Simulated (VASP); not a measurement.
# ZnCu (Pm-3m) in VASP: further runs, part 2 of 2

VASP 6.6.1. The steps go on from the part before.

**3. Single point, r2SCAN**

INCAR

```
SYSTEM = ZnCu
PREC     = Accurate       ! precision mode
ENCUT    = 350            ! plane-wave cutoff, eV
EDIFF    = 1E-6           ! SCF threshold, eV
ISMEAR   = -1             ! smearing method
SIGMA    = 0.1            ! smearing width, eV
LREAL    = .FALSE.        ! projectors in reciprocal space
LASPH    = .TRUE.         ! aspherical terms in the spheres
NELM     = 100            ! most SCF steps
ALGO     = Normal         ! electronic algorithm
ISIF     = 2              ! what is computed and relaxed
LWAVE    = .FALSE.        ! write WAVECAR
LCHARG   = .FALSE.        ! write CHGCAR
METAGGA  = R2SCAN         ! meta-GGA
LMIXTAU  = .TRUE.       
ADDGRID  = .FALSE.
```

KPOINTS

```
regular mesh
0
G
  8 8 8
  0 0 0
```

POSCAR

```
ZnCu
1.0
    2.9450000000      0.0000000000      0.0000000000
    0.0000000000      2.9450000000      0.0000000000
    0.0000000000      0.0000000000      2.9450000000
Zn Cu
1 1
Direct
    0.5128410000      0.4877280000      0.4845920000
   -0.0040920000      0.0326400000      0.0060300000
```

Potentials or basis: VASP PAW PBE potentials, release 64 (Zn, Cu).

Started as:

```sh
> cat potpaw_PBE.64/Zn/POTCAR potpaw_PBE.64/Cu/POTCAR > POTCAR
> mpirun -np 1 vasp_std > vasp.out
```

Wall time 2.9 min (1 thread of Intel Xeon Platinum 8259CL at 2.50GHz (Skylake/Cascade Lake), shared host); peak memory 0.17 GiB.

The run converged, but some of its settings lie outside the range that counts as converged, so its numbers aren't taken as properties of the crystal.

What came out:

```
Free energy            : -19.8899 eV
Pressure               : -1.6 GPa
Largest force          : 0.763 eV/Å
Band gap on the k mesh : none (metal or under the smearing width)
```

Caveat: the cutoff is under 1.25 times the usual one of these potentials, so pressure, stress and relaxed cells hold a basis-set (Pulay) error; the PAW data sets were made with another functional, which shifts forces and pressure a little.

**4. Single point, r2SCAN**

INCAR, as its differences from that of step 3:

```diff
@@ -2,3 +2,3 @@
 PREC     = Accurate       ! precision mode
-ENCUT    = 350            ! plane-wave cutoff, eV
+ENCUT    = 400            ! plane-wave cutoff, eV
 EDIFF    = 1E-6           ! SCF threshold, eV
```

KPOINTS is that of step 3.

POSCAR

```
ZnCu
1.0
    2.9450000000      0.0000000000      0.0000000000
    0.0000000000      2.9450000000      0.0000000000
    0.0000000000      0.0000000000      2.9450000000
Zn Cu
1 1
Direct
    0.5000000000      0.5000000000      0.5000000000
    0.0000000000      0.0000000000      0.0000000000
```

Started as:

```sh
> cat potpaw_PBE.64/Zn/POTCAR potpaw_PBE.64/Cu/POTCAR > POTCAR
> mpirun -np 1 vasp_std > vasp.out
```

Wall time 38 s (1 thread of Intel Xeon Platinum 8259CL at 2.50GHz (Skylake/Cascade Lake), shared host); peak memory 0.13 GiB.

These settings aren't checked as converged: the numbers below hold their error.

Results:

- Free energy: -19.9513 eV
- Pressure: -3.4 GPa
- Band gap on the k mesh: none (metal or under the smearing width)

Caveat: the PAW data sets were made with another functional, which shifts forces and pressure a little.

**5. Single point, r2SCAN**

INCAR is that of step 4.

KPOINTS is that of step 4.

POSCAR

```
ZnCu
1.0
    2.9450000000      0.0000000000      0.0000000000
    0.0000000000      2.9450000000      0.0000000000
    0.0000000000      0.0000000000      2.9450000000
Zn Cu
1 1
Direct
    0.5128410000      0.4877280000      0.4845920000
   -0.0040920000      0.0326400000      0.0060300000
```

Potentials or basis: VASP PAW PBE potentials, release 64 (Zn, Cu).

Started as:

```sh
> cat potpaw_PBE.64/Zn/POTCAR potpaw_PBE.64/Cu/POTCAR > POTCAR
> mpirun -np 1 vasp_std > vasp.out
```

OUTCAR:

```text
SYSTEM = ZnCu
   PREC = Accurate
   ENCUT = 400
   EDIFF = 1E-6
   ISMEAR = -1
   LREAL = .FALSE.
   LASPH = .TRUE.
   NELM = 100
   ISIF = 2
   METAGGA = R2SCAN

 Found    260 irreducible k-points:

 Following reciprocal coordinates:
            Coordinates               Weight
  0.000000  0.000000  0.000000      1.000000
  0.125000  0.000000  0.000000      2.000000
  0.000000  0.125000  0.000000      2.000000
  0.000000  0.000000  0.125000      2.000000
  0.250000  0.000000  0.000000      2.000000
  0.000000  0.250000  0.000000      2.000000
   k-points           NKPTS =    260   k-points in BZ     NKDIM =    260   number of bands    NBANDS=     15
   number of dos      NEDOS =    301   number of ions     NIONS =      2
   total plane-waves  NPLWV =   8000
   dimension x,y,z NGX =    20 NGY =   20 NGZ =   20
   dimension x,y,z NGXF=    40 NGYF=   40 NGZF=   40
   ions per type =               1   1
   NGX,Y,Z   is equivalent  to a cutoff of  11.29, 11.29, 11.29 a.u.
   NGXF,Y,Z  is equivalent  to a cutoff of  22.58, 22.58, 22.58 a.u.
 SYSTEM =  ZnCu
   PREC   = accura    normal or accurate (medium, high low for compatibility)
   ISTART =      0    job   : 0-new  1-cont  2-samecut
   ICHARG =      2    charge: 1-file 2-atom 10-const
   ISPIN  =      1    spin polarized calculation?
   LNONCOLLINEAR =      F non collinear calculations
   LSORBIT =      F    spin-orbit coupling
   LASPH  =      T    aspherical Exc in radial PAW
   ENCUT  =  400.0 eV  29.40 Ry    5.42 a.u.   4.80  4.80  4.80*2*pi/ulx,y,z
   NELM   =    100;   NELMIN=  2; NELMDL= -5     # of ELM steps
   EDIFF  = 0.1E-05   stopping-criterion for ELM
   LREAL  =      F    real-space projection
   EDIFFG = 0.1E-04   stopping-criterion for IOM
   NSW    =      0    number of steps for IOM
   IBRION =     -1    ionic relax: 0-MD 1-quasi-New 2-CG
   NFREE  =      0    steps in history (QN), initial steepest desc. (CG)
   ISIF   =      2    stress and relaxation
   ISYM   =      2    0-nonsym 1-usesym 2-fastsym
   POTIM  = 0.5000    time-step for ionic-motion
   TEBEG  =    0.0;   TEEND  =   0.0 temperature during run
   PSTRESS=    0.0 pullay stress
   NELECT =      23.0000    total number of electrons
   NUPDOWN=      -1.0000    fix difference up-down
   EMIN   =  10.00;   EMAX   =-10.00  energy-range for DOS
   EFERMI =   0.00;   METHOD = LEGACY
   ISMEAR =    -1;   SIGMA  =   0.10  broadening in eV -4-tet -1-fermi 0-gaus
   EFERMI_NEDOS =   21; number of points for ismear=-14 and -15
[... 19 lines left out ...]

 number of electron      23.0000031 magnetization

 Free energy of the ion-electron system (eV)
  ---------------------------------------------------
  ext. energy  EPLUGINS =         0.00000000
  ---------------------------------------------------
  free energy    TOTEN  =       -19.89293652 eV

  energy without entropy =      -19.87404017  energy(sigma->0) =      -19.88348835

 E-fermi :   5.1612     XC(G=0): -13.5163

 val. band max:        5.0113760255   @ k =   0.1250  -0.3750  -0.2500
 cond. band min:       5.1927241039   @ k =  -0.3750  -0.1250   0.3750
 fundamental gap:      0.1813480784
 Fermi energy:         5.1611732936

 k-point     1 :       0.0000    0.0000    0.0000
  band No.  band energies     occupation
      1      -5.3893      2.00000
      2      -2.8114      2.00000
      3      -2.7984      2.00000
      4      -2.0909      2.00000
      5      -2.0660      2.00000
      6      -2.0635      2.00000
      7       1.6142      2.00000
      8       1.6324      2.00000
      9       2.5176      2.00000
     10       2.5179      2.00000
     11       2.5249      2.00000
     12      12.0052      0.00000
     13      12.0142      0.00000
     14      12.0922      0.00000
[... 77 lines left out ...]
      2      -2.7007      2.00000
      3      -2.5582      2.00000
      4      -2.1613      2.00000
      5      -2.1545      2.00000
      6      -2.0409      2.00000
      7       1.5838      2.00000
      8       1.6312      2.00000
      9       2.2277      2.00000
     10       2.2314      2.00000
     11       2.4925      2.00000
     12       6.4529      0.00000
     13      13.6734      0.00000
     14      13.6783      0.00000
     15      17.5303      0.00000

 [... further k-points ...]

------------------------ aborting loop because EDIFF is reached ----------------------------------------

  FORCE on cell =-STRESS in cart. coord.  units (eV):
  Direction    XX          YY          ZZ          XY          YZ          ZX
  --------------------------------------------------------------------------------------
  -------------------------------------------------------------------------------------
  Total       -0.3134946     -0.4381242     -0.3148692     -0.1143365      0.1431246     -0.0582396
  in kB      -19.6645832    -27.4822277    -19.7508098     -7.1719873      8.9777780     -3.6531956
  external PRESSURE =     -22.2992069 kB  Pullay stress =       0.0000000 kB

 VOLUME and BASIS-vectors are now :
 -----------------------------------------------------------------------------
  energy-cutoff  :      400.00
  volume of cell :       25.54
      direct lattice vectors                 reciprocal lattice vectors
     2.945000000  0.000000000  0.000000000     0.339558574  0.000000000  0.000000000
     0.000000000  2.945000000  0.000000000     0.000000000  0.339558574  0.000000000
     0.000000000  0.000000000  2.945000000     0.000000000  0.000000000  0.339558574

 POSITION                                       TOTAL-FORCE (eV/Angst)
 -----------------------------------------------------------------------------------
      1.51032      1.43636      1.42712        -0.260588      0.634878      0.335043
      2.93295      0.09612      0.01776         0.260588     -0.634878     -0.335043
 -----------------------------------------------------------------------------------
    total drift:                                0.009775     -0.016811      0.009746

  FREE ENERGIE OF THE ION-ELECTRON SYSTEM (eV)
  ---------------------------------------------------
  free  energy   TOTEN  =       -19.8929365216 eV

  energy  without entropy=      -19.8740401719  energy(sigma->0) =      -19.88348835
```

It took 3.6 min on 1 thread of Intel Xeon Platinum 8259CL at 2.50GHz (Skylake/Cascade Lake), shared host; peak memory 0.19 GiB.

The run converged, but some of its settings lie outside the range that counts as converged, so its numbers aren't taken as properties of the crystal.

What came out:

```yaml
Free_energy: -19.8929 eV
Pressure: -2.2 GPa
Largest_force: 0.764 eV/Å
Band_gap_on_the_k_mesh: none (metal or under the smearing width)
```

Caveat: the PAW data sets were made with another functional, which shifts forces and pressure a little.

**6. Single point, r2SCAN**

INCAR, as its differences from that of step 5:

```diff
@@ -5,3 +5,3 @@
 ISMEAR   = -1             ! smearing method
-SIGMA    = 0.1            ! smearing width, eV
+SIGMA    = 0.4            ! smearing width, eV
 LREAL    = .FALSE.        ! projectors in reciprocal space
```

KPOINTS is that of step 5.

POSCAR

```
ZnCu
1.0
    2.9450000000      0.0000000000      0.0000000000
    0.0000000000      2.9450000000      0.0000000000
    0.0000000000      0.0000000000      2.9450000000
Zn Cu
1 1
Direct
    0.5000000000      0.5000000000      0.5000000000
    0.0000000000      0.0000000000      0.0000000000
```

Potentials or basis: VASP PAW PBE potentials, release 64 (Zn, Cu).

Started as:

```sh
> cat potpaw_PBE.64/Zn/POTCAR potpaw_PBE.64/Cu/POTCAR > POTCAR
> mpirun -np 1 vasp_std > vasp.out
```

It took 40 s on 1 thread of Intel Xeon Platinum 8259CL at 2.50GHz (Skylake/Cascade Lake), shared host; peak memory 0.13 GiB.

These settings aren't checked as converged: the numbers below hold their error.

What came out:

| Property | Result |
| --- | --- |
| Free energy | -20.0662 eV |
| Pressure | -3.1 GPa |
| Band gap on the k mesh | none (metal or under the smearing width) |

Caveat: the PAW data sets were made with another functional, which shifts forces and pressure a little.
